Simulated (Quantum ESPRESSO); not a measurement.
**SiNi under changes of volume**

One of the cells (11.288 Å³/atom); the others are scaled copies at fixed shape and fractional positions:

```
Ni Si
1.0
     2.94277    0.00000    0.00000
     0.00000    3.28033    0.00000
     0.00000    0.00000    4.67745
Ni Si
2 2
Cartesian
  1.4714 1.6402 1.6020
  0.0000 0.0000 3.0754
  1.4714 1.6402 3.9438
  0.0000 0.0000 0.7337
```

The cell is a database's computed one.

| Item | Value |
| --- | --- |
| Program | Quantum ESPRESSO 7.5 |
| Functional | PBE |
| Potentials or basis | SSSP 1.3 efficiency PBE |
| Cutoff | 748 eV |
| Density cutoff | 5987 eV |
| k mesh | 9 × 8 × 6 |
| Occupations | fermi-dirac, width 0.05 eV |
| Spin | collinear spin, ferromagnetic start |
| Starting moments | [1.0, 1.0, 0.0, 0.0] μB |

| volume (Å³/atom) | energy over the lowest point (meV/atom) | pressure (GPa) | largest force (eV/Å) |
| --- | --- | --- | --- |
| 10.611 | 68.97 | 22.2 | 0.267 |
| 10.837 | 41.57 | 16.5 | 0.198 |
| 11.062 | ? | ? | ? |
| 11.288 | 8.61 | 6.9 | 0.073 |
| 11.514 | 1.59 | 2.8 | 0.016 |
| 11.740 | 0.00 | -0.8 | 0.040 |
| 11.965 | 3.29 | -4.0 | 0.087 |

What does the run at 11.062 Å³/atom give?

Energy over the lowest point 21.71 meV/atom; pressure 11.5 GPa; largest force 0.133 eV/Å.

Worked out: A Birch-Murnaghan fit of order 3 (a polynomial in V^(-2/3)) to the other rows has its minimum at 11.70 Å³/atom with B0 = V·E''(V) = 184 GPa and B' = 4.5 at fixed shape and positions, which overstates the stiffness. It gives 21.76 meV/atom at 11.062 Å³/atom, against the run's 21.71, and -dE/dV = 11.6 GPa, against 11.5.

Energies are extrapolated to zero smearing.
